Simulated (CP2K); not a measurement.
Runs of CP2K 2026.2 on Bi. The structure is trigonal, space group R-3m (No. 166). The conventional cell has a = 4.535 Å, b = 4.535 Å, c = 11.814 Å, α = 90.00°, β = 90.00°, γ = 120.00°. Bi (site symmetry 3m) is surrounded by 6 Bi at 3.06 to 3.52 Å. 

```tsv
level	cutoff radius of the dispersion sum (A)	D3 from the s-dftd3 library (D3_REFERENCE_CODE)	cutoff of the non-local correlation (Ry)	gap on the mesh (eV)	pressure (GPa)	largest force (eV/Å)
r2SCAN+D4	20	-	-	0.33	-0.9	0.08
r2SCAN+D3(BJ)	20	yes	-	0.33	(a)	0.08
r2SCAN+D3(BJ)+ATM	20	yes	-	0.33	(b)	0.08
r2SCAN+rVV10	-	-	300	0.33	-0.5	0.05
r2SCAN	-	-	-	0.33	-0.3	0.08
```

Alike in all rows: task single point; potentials or basis POTENTIAL_UZH Bi GTH-SCAN-q5; TZVP-MOLOPT-SCAN-GTH basis; no spin polarisation; cell as given; k mesh 7 × 7 × 7; smearing fermi-dirac 0.05 eV.

Task: Fill in the values left out.

Result: (a) -1.2; (b) -1.1.

Caveats: spin-orbit coupling is left out, which as a rule narrows the gap of such compounds by several tenths of an eV; an odd mesh through Γ misses points on the zone boundary, where band edges often lie; the basis of atomic orbitals isn't converged, which shifts pressures, moduli and gaps.

A k mesh can miss the band edges, and the runs leave out spin-orbit coupling on Bi.
